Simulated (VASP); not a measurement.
Here is a VASP 6.6.1 calculation.

The input INCAR:

```
ALGO = Normal
EDIFF = 1E-6
EDIFFG = -0.025
ENCUT = 450
GGA = PE
IBRION = 2
ICORELEVEL = 1
ISIF = 2
ISMEAR = 0
ISYM = 0
LASPH = T
LCHARG = F
LREAL = Auto
LUSENCCL = F
LWAVE = F
NELECT = 330.0
NELM = 80
NSW = 70
PREC = Normal
SIGMA = 0.01
```

The input KPOINTS:

```
k-points
0
Monkhorst-Pack
  2 2 2
```

The input POSCAR:

```
Ge17Se15
1.0
    0.0000000000      7.7675420000     -4.5225270000
    0.0000000000     -7.7675420000     -4.5225270000
  -11.1847690000      0.0000000000      0.0000000000
Ge Se
17 15
Direct
    0.9963625000      0.1213625000      0.8734900000
    0.2463625000      0.8713625000      0.8734900000
    0.7463625000      0.3713625000      0.8734900000
    0.4963625000      0.6213625000      0.8734900000
    0.1331905900      0.2570882000      0.3781813400
    0.3786375000      0.0036375000      0.3734900000
    0.8786375000      0.5036375000      0.3734900000
    0.6286375000      0.7536375000      0.3734900000
    0.1213625000      0.4963625000      0.6265100000
    0.3713625000      0.2463625000      0.6265100000
    0.8713625000      0.7463625000      0.6265100000
    0.6213625000      0.9963625000      0.6265100000
    0.2583987500      0.6351513400      0.1373953900
    0.4943096400      0.3673601800      0.1227209000
    0.0036375000      0.8786375000      0.1265100000
    0.7536375000      0.1286375000      0.1265100000
    0.2024931100      0.3173979500      0.1445172200
    0.4379655000      0.0629655000      0.1471840000
    0.9379655000      0.5629655000      0.1471840000
    0.6879655000      0.8129655000      0.1471840000
    0.4370345000      0.5620345000      0.6471840000
    0.6870345000      0.3120345000      0.6471840000
    0.1870345000      0.8120345000      0.6471840000
    0.9370345000      0.0620345000      0.6471840000
    0.8129655000      0.1879655000      0.3528160000
    0.0629655000      0.9379655000      0.3528160000
    0.5629655000      0.4379655000      0.3528160000
    0.3129655000      0.6879655000      0.3528160000
    0.0620345000      0.4370345000      0.8528160000
    0.3120345000      0.1870345000      0.8528160000
    0.8120345000      0.6870345000      0.8528160000
    0.5620345000      0.9370345000      0.8528160000
```

Potentials or basis: VASP PAW PBE potentials, release 64 (Ge_d, Se).

Run with:

```console
$ cat potpaw_PBE.64/Ge_d/POTCAR potpaw_PBE.64/Se/POTCAR > POTCAR
$ mpirun -np 1 vasp_std > vasp.out
```

Question: Estimate the energy gained by relaxing.

Answer: 23.4 meV/atom.

Core levels (eV, on the scale of the bands):
```
atom                                                     levels
1 Ge  1s -10951.0, 2s -1362.7, 2p -1189.6, 3s -159.6, 3p -106.8
2 Ge  1s -10951.3, 2s -1363.1, 2p -1189.9, 3s -160.0, 3p -107.1
3 Ge  1s -10951.3, 2s -1363.1, 2p -1189.9, 3s -160.0, 3p -107.1
4 Ge  1s -10951.3, 2s -1363.1, 2p -1189.9, 3s -160.0, 3p -107.1
5 Ge  1s -10951.0, 2s -1362.7, 2p -1189.6, 3s -159.6, 3p -106.8
6 Ge  1s -10951.4, 2s -1363.1, 2p -1190.0, 3s -160.1, 3p -107.2
```

Caveat: the cell is charged against a uniform background, so pressure and absolute levels hang on convention.
